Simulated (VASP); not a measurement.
Set up this calculation in VASP 6.6.1, as the native input.

- Task: relaxation of cell and atoms
- Functional: PBE
- Dispersion: D3(BJ)
- Potentials or basis: VASP PAW PBE potentials, release 64 (Sb)
- Cutoff: 600 eV
- k mesh: 12 × 12 × 10
- Occupations: methfessel-paxton, width 0.1 eV
- Spin: no spin polarisation
- Further INCAR settings: ALGO = Normal; EDIFF = 1e-06; IBRION = 2; EDIFFG = -0.01; NSW = 90; ISIF = 3

The structure of Sb lies in POSCAR:

```
Sb
1.0
    2.1542000000      1.2437279500      3.7580000000
   -2.1542000000      1.2437279500      3.7580000000
    0.0000000000     -2.4874559000      3.7580000000
Sb
2
Direct
    0.2334900000      0.2334900000      0.2334900000
    0.7665100000      0.7665100000      0.7665100000
```

One way to write it, as run:

INCAR

```
PREC = Accurate
ENCUT = 600
EDIFF = 1E-6
ISMEAR = 1
SIGMA = 0.1
LREAL = F
LASPH = T
NELM = 80
ALGO = Normal
ISIF = 3
LWAVE = F
LCHARG = F
GGA = PE
IVDW = 12
IBRION = 2
NSW = 90
EDIFFG = -0.01
```

KPOINTS

```
Automatic mesh
0
Gamma
  12 12 10
```

Potentials or basis: VASP PAW PBE potentials, release 64 (Sb).

The run is started by

```console
$ cat potpaw_PBE.64/Sb/POTCAR > POTCAR
$ mpirun -np 1 vasp_std > vasp.out
```

Results of the run:

```
Relaxed volume                         : 29.70 Å³/atom
Relaxed cell                           : a = 4.438 Å, b = 4.438 Å, c = 4.438 Å, α = 58.29°, β = 58.29°, γ = 58.29°
Space group after relaxing (to 0.05 Å) : R-3m (No. 166)
Energy gained by relaxing              : 5.2 meV/atom
Ionic steps                            : 8
Pressure after relaxing                : 0.0 GPa
Largest force after relaxing           : 0.010 eV/Å
Band gap on the k mesh                 : none (metal or under the smearing width)
Dispersion energy per atom             : -0.481 eV
```

Caveat: pairwise dispersion overbinds metals, which lowers pressure and volume.

Wall time 9.4 min on 1 thread of Intel(R) Xeon(R) Platinum 8259CL CPU @ 2.50GHz (Skylake/Cascade Lake), on a shared host, peak memory 0.41 GiB.
